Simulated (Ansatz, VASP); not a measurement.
# Si: VASP beside Ansatz

```
Si
1.0
     0.00000    2.72212    2.72212
     2.72212    0.00000    2.72212
     2.72212    2.72212    0.00000
Si
2
Direct
  0.00000 0.00000 0.00000
  0.25000 0.25000 0.25000
```

Alike in both runs: task single point; functional PBE; dispersion D3(BJ); k mesh 6 × 6 × 6; no spin polarisation.

```csv
,VASP,Ansatz
version,VASP 6.6.1,Ansatz 0.2.0
potentials or method,"VASP PAW PBE potentials, release 64 (Si)",plane waves
plane-wave cutoff (eV),520,420
occupations,"gaussian, width 0.01 eV",fixed
valence electrons in the cell,8,8
```

```tsv
	VASP	Ansatz	Ansatz less VASP
gap on the k mesh at the Fermi level (eV)	0.72	0.72	-0.002
pressure (GPa)	-1.1	-1.0	+0.08
dispersion energy (meV/atom)	-311.9	-311.9	-0.07
```

A k mesh can miss the band edges. Expect the measured gap to be larger: semilocal functionals such as PBE lack the derivative discontinuity.
